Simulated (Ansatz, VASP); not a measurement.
**Two plane-wave programs on Ti3Al**

```
Ti Al
1.0
     2.92754    0.00000    0.00000
    -1.46377    2.53533    0.00000
     0.00000    0.00000    9.59542
Ti Al
3 1
Direct
  0.33333 0.66667 0.24941
  0.33333 0.66667 0.75059
  0.66667 0.33333 0.00000
  0.66667 0.33333 0.50000
```

The cell comes from a database or a generator and needn't be the stable form of this composition.

Alike in both runs: functional PBEsol; k mesh 9 × 9 × 3; occupations fermi-dirac, width 0.05 eV; no spin polarisation.

|  | VASP | Ansatz |
| --- | --- | --- |
| version | VASP 6.6.1 | Ansatz 0.2.0 |
| potentials or method | VASP PAW PBE potentials, release 64 (Ti_sv, Al) | Ansatz PAW |
| plane-wave cutoff (eV) | 520 | 420 |
| valence electrons in the cell | 39 | 39 |
| task | single point | band structure |

Ansatz gave:

```
gap on the k mesh at the Fermi level (eV)       : none
pressure (GPa)                                  : -7.3
largest component of the traceless stress (GPa) : 3.54
rms of the force components (eV/Å)              : 0.000
```

**Question.** Which values does VASP return?

**Answer.** gap on the k mesh at the Fermi level (eV): none; pressure (GPa): -7.4; largest component of the traceless stress (GPa): 3.50; rms of the force components (eV/Å): 0.003.

Atom by atom the forces differ by 0.003 eV/Å (rms over components). A gap of «none» marks a metal or a gap that the smearing closes.

Caveats: the PAW data sets were made with another functional, which shifts forces and pressure a little (VASP); the PAW data sets come from PBE, with cores solved anew for the run's functional, which leaves a small shift of forces and pressure (Ansatz).
